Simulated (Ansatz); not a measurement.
## Run record: phonons of Be2C (Fm-3m)

Computed with r²SCAN, PAW on Ansatz 0.2.0's default frozen-core files (fitted under PBE), scalar-relativistic; not a measurement.

Cell and atoms were relaxed beforehand by PAW with this functional.

Command:

```sh
ansatz run input.yaml --threads 2 --pin off --max-ram 6144MiB --backend cpu --events-out ev --progress --plain --runs-dir out
```

Input:

```yaml
crystal:
  lattice:
    - [0.0, 2.16046352207, 2.16046352207]
    - [2.16046352207, 0.0, 2.16046352207]
    - [2.16046352207, 2.16046352207, 0.0]
  atoms:
    - { symbol: Be, position: [0.25, 0.25, 0.25] }
    - { symbol: Be, position: [0.75, 0.75, 0.75] }
    - { symbol: C, position: [0.0, 0.0, 0.0] }
kpoints:
  mp_grid: { grid: [8, 8, 8] }
scf:
  occupations: { method: fixed }
hamiltonian:
  xc: r2scan
  pseudopotentials: { kind: paw }
phonons:
  method: dfpt
  dielectric: true
  rigid_motions: translations
```

Output:

```
Warning: RAYON_NUM_THREADS=2 ignored (pool sized by the plan → 2); use --threads N
Engine: ansatz 0.2.0, x86_64-unknown-linux-gnu
Pseudopotentials: kind: paw
Pseudopotential: Be, paw, valence charge 2, recommended cutoff 500 eV (meta_gga), Be.paw.azcp
Pseudopotential: C, paw, valence charge 4, recommended cutoff 500 eV (meta_gga), C.paw.azcp
Functional definition: r2SCAN
  parameter k0 = 0.174
  parameter k1 = 0.065
  parameter a1 = 4.9479
  exchange = r2scan_x(k0 = k0, k1 = k1, a1 = a1)
  correlation = r2scan_c
Crystal: 3 atoms, lattice volume = 20.168 Å³
Basis set: ecut = 500 eV, 531 PW (Γ), exchange–correlation on 144×144×144 points (216 copies of the dense FFT grid, shifted against one another)
Bands: 8, of which v1, the nominal top of the filled ones, is band 4 counted from 1 (3 counted from 0)
Symmetry: 48 space group operations
k-points: 95 of 512 (irreducible under 4 space group operations, time reversal used)
Non-local potential: Be, projectors of the file, l = 0: 2, l = 1: 2, l = 2: 1
Non-local potential: C, projectors of the file, l = 0: 2, l = 1: 2, l = 2: 1
PAW form: soft (Blöchl's): semilocal exchange-correlation on the pseudo side does not see the compensation charge
PAW frozen core: Be, regenerated for the run's functional (the file was generated under x = pbe(κ = 0.804, μ = 0.2195149727645171), c = pbe(β = 0.06672455060314922))
PAW frozen core: C, regenerated for the run's functional (the file was generated under x = pbe(κ = 0.804, μ = 0.2195149727645171), c = pbe(β = 0.06672455060314922))
PAW one-centre angular grid: Be, 302 points (default); XC on 255 of its mesh's 2635 points in the sphere
PAW one-centre angular grid: C, 302 points (default); XC on 239 of its mesh's 2573 points in the sphere
Initial density: superposition of atomic densities (neutral atoms: chi_scale 0, normalization atom), corrected by the library's trained network
Initial wavefunctions: pseudopotential atomic-orbital guess
Functional: x = r2scan, c = r2scan; τ floored in thin density (d = 2e-4 eV/Å³)
SCF iter   1: F=—  HF=-439.082942 eV  |F-HF|=—  |Δ(HF+E_count)|=         —  Δρ=7.46e-3  dr2=1.14e-2  dr2_τ=2.52e-1  ethr=1.77e-3  ⟨swp⟩=5.1  Hψ=5166  notcnv=0  defer=135
preconditioner: auto → none  [insulator: Δε(μ)=1.392 eV  Ē_g=14.967 eV  n_scr=0 (ndim 8)  ℏωp=23.4 eV  f_vac=0.000  ε∞_Penn≈3.4]
SCF iter   2: F=—  HF=-439.206760 eV  |F-HF|=—  |Δ(HF+E_count)|=   1.24e-1  Δρ=4.63e-3  dr2=2.19e-3  dr2_τ=1.55e-4  ethr=1.42e-4  ⟨swp⟩=2.1  Hψ=2105  notcnv=0  defer=187
SCF iter   3: F=—  HF=-439.207779 eV  |F-HF|=—  |Δ(HF+E_count)|=   1.02e-3  Δρ=1.13e-3  dr2=1.23e-4  dr2_τ=1.74e-5  ethr=2.74e-5  ⟨swp⟩=3.0  Hψ=1290  notcnv=0  defer=187
SCF iter   4: F=—  HF=-439.207805 eV  |F-HF|=—  |Δ(HF+E_count)|=   2.69e-5  Δρ=6.57e-5  dr2=4.95e-7  dr2_τ=3.87e-8  ethr=1.54e-6  ⟨swp⟩=1.1  Hψ=774  notcnv=0  defer=183
SCF iter   5: F=—  HF=-439.207806 eV  |F-HF|=—  |Δ(HF+E_count)|=   5.08e-7  Δρ=2.31e-5  dr2=1.29e-7  dr2_τ=4.01e-9  ethr=6.19e-9  ⟨swp⟩=2.0  Hψ=1131  notcnv=0
SCF iter   6: F=—  HF=-439.207806 eV  |F-HF|=—  |Δ(HF+E_count)|=   2.53e-8  Δρ=1.01e-5  dr2=2.33e-8  dr2_τ=4.69e-10  ethr=1.61e-9  ⟨swp⟩=2.0  Hψ=1137  notcnv=0
[... 5 lines left out ...]
Bands: 5, of which v1, the nominal top of the filled ones, is band 4 counted from 1 (3 counted from 0)
k-points: 60 of 512 (irreducible under 12 space group operations)
Initial density: handed on by an earlier stage of this run
Initial wavefunctions: pseudopotential atomic-orbital guess (no wavefunctions were taken with the density)
Eigensolver: Dense (60 Hₖ)
SCF iter   1: F=—  HF=-439.207152 eV  |F-HF|=—  |Δ(HF+E_count)|=         —  Δρ=8.18e-5  dr2=3.46e-7  dr2_τ=3.45e-7  ethr=1.00e-1
preconditioner: auto → none  [insulator: Δε(μ)=1.968 eV  Ē_g=11.820 eV  n_scr=0 (ndim 8)  ℏωp=23.4 eV  f_vac=0.000  ε∞_Penn≈4.9]
SCF iter   2: F=-439.207154 eV  HF=-439.207153 eV  |F-HF|=2.56e-7  |Δ(HF+E_count)|=   1.26e-6  Δρ=4.20e-5  dr2=5.57e-8  dr2_τ=4.26e-8  ethr=4.33e-9
SCF 1 converged in 2 iterations: F = -439.207154 eV  dr2 = 5.57e-8
DFPT response loops at Γ: mixed as the last ones told, above
WARN: field response: ε∞ stands inside a basis, on 8×8×8 points; the force constants stand on the 8×8×8 k-mesh, whose period is 12.95 times the interband length at k = (0.0000, 0.0000, 0.0000), direct gap 4.648 eV, under 14: take ...
SCF converged after 7 iterations
Free energy (F): -439.207806 eV
Harris-Foulkes:  -439.207806 eV  (|F-HF|=8.41e-12)
Internal energy: -439.207806 eV  (E = F + TS)
E sigma→0 (E₀):  -439.207806 eV
Fermi energy:    9.631868 eV
--- Per-component energies (eV) ---
  E_band       = 22.757280
  E_kinetic    = 135.719004
  E_local      = -86.855561  (includes V_loc(G=0)·N_el)
  E_nonlocal   = 34.466662
  E_hartree    = 28.057083
  E_xc         = -87.328745
  E_vxc        = -112.850311  (∫ρ·V_xc dr)
  E_paw        = -222.580817  (= ΣΔE_a)
  E_vpaw       = -9.274228  (= ΣTr[D̂ρ^β])
  E_aug_tail   = 0.000004  (compensation charges beyond the density's cutoff)
  E_vtau       = 5.437560  (kinetic-family band-sum trace: ∫τ·v_τ [+ j·A + Jᵃ·Aᵃ] dr)
  E_ewald      = -240.636608
  E_core_change = -0.048828  (= ΣΔE_core)
  E_smearing   = -0.000000  (= −TS)
  E_closure    = -0.000000  (closes the sum)
  Σ components = -439.207806   (vs F -439.207806, Δ=0.00e0)
  k mesh reduced under 4 symmetry operations, with k and −k counted as one. Each operation leaves every solved perturbation unchanged. A smaller set is not considered because the functional reads the kinetic-energy density
  ASR residual: 4.794e-4 → 0.000e0 eV/Å²; symmetrization residual: 4.828e-7 eV/Å²
  ASR residual per site (eV/Å²): 1.15e-4 1.15e-4 4.79e-4
  Γ frequencies (cm⁻¹): 0.00 0.00 0.00 641.97 641.97 641.97 710.59 710.59 710.59
  ε∞ (high-frequency dielectric tensor):
        6.570218    -0.000000    -0.000000
       -0.000000     6.570218     0.000000
       -0.000000     0.000000     6.570218
  ε⁰ (static dielectric tensor: ions relaxed, cell fixed):
       14.520197    -0.000000    -0.000000
       -0.000000    14.520197    -0.000000
       -0.000000    -0.000000    14.520197
  ε⁰ − ε∞ (ionic part):
        7.949979    -0.000000    -0.000000
       -0.000000     7.949979    -0.000000
       -0.000000    -0.000000     7.949979
  softest optical mode at Γ: 641.97 cm⁻¹; the repairs (sum rule, projections) moved no ω² at Γ by more than (3.31 cm⁻¹)²
  Born effective charges Z* (e; rows j = field, columns β = displacement):
    site 0:
         1.55560   -0.00000    0.00000
         0.00000    1.55560    0.00000
         0.00000    0.00000    1.55560
    site 1:
         1.55560    0.00000    0.00000
         0.00000    1.55560   -0.00000
         0.00000    0.00000    1.55560
    site 2:
        -3.11119    0.00000   -0.00000
        -0.00000   -3.11119   -0.00000
        -0.00000   -0.00000   -3.11119
  Z* charge neutrality: 1.879e-4 e pre-enforcement
  solved inside a basis spanned on kpoints, on 8×8×8 k-points, its susceptibility summed on 12×12×12: ε∞ is read to err by 1.9e-2, Z* by 1.1e-2 e (field_mesh: kpoints solves on kpoints); Z* is corrected for what the basis lacks
  optical modes at Γ without the LO–TO term, one row a degenerate level:
      ω (cm⁻¹)  modes    IR ((D/Å)²/amu)
        641.97      3            92.9460
        710.59      3             0.0000
  optical modes at Γ + LO–TO along q̂ = [1.0000, 0.0000, 0.0000]:
      ω (cm⁻¹)  modes    IR ((D/Å)²/amu)
        641.97      2            61.9640
        710.59      3             0.0000
        954.36      1            30.9820
  optical modes at Γ + LO–TO along q̂ = [0.0000, 1.0000, 0.0000]:
      ω (cm⁻¹)  modes    IR ((D/Å)²/amu)
        641.97      2            61.9640
        710.59      3             0.0000
        954.36      1            30.9820
  optical modes at Γ + LO–TO along q̂ = [0.0000, 0.0000, 1.0000]:
      ω (cm⁻¹)  modes    IR ((D/Å)²/amu)
        641.97      2            61.9640
        710.59      3             0.0000
        954.36      1            30.9820
```

Self-consistency was reached.

Zone-centre phonons:

Harmonic phonons of a crystal by Kohn-Sham DFT at the given cell, standard atomic masses, acoustic sum rule imposed; negative wavenumbers are unstable modes; optical zone-centre levels upwards with Mulliken labels, activity, and the element with most of the kinetic energy.

| Item | Value |
| --- | --- |
| Point group | m-3m |

```tsv
number	phonon wavenumber (cm⁻¹)	label	infrared	raman	lead element
1	642	T1u	yes	no	C
2	710.6	T2g	no	yes	Be
```

Field response:

Linear response of an insulating crystal by Kohn-Sham DFT to a field and to zone-centre displacements, local fields included; Born charges neutralised; LO modes for wave vectors along x and z; Cartesian axes as in the input.

```
Dielectric electronic (x, y, z)   : 6.57, 6.57, 6.57
Dielectric static (x, y, z)       : 14.52, 14.52, 14.52
Highest phonon with field along x : 954.4 cm⁻¹
Highest phonon with field along z : 954.4 cm⁻¹
Highest phonon without field      : 710.6 cm⁻¹
```

```tsv
atom	born charge xx (e)	born charge yy (e)	born charge zz (e)
Be1	1.556	1.556	1.556
Be2	1.556	1.556	1.556
C3	-3.111	-3.111	-3.111
```

Caveats: frozen-core PAW files fitted under PBE, their cores solved anew for the functional of the run; zone-boundary modes aren't tested; field response not resolved by the mesh; no LO-TO term at the zone centre.

Time and hardware: 20 s on 2 threads of Intel(R) Xeon(R) Platinum 8488C (Sapphire Rapids), with other jobs on the host, peak memory 1 GiB.
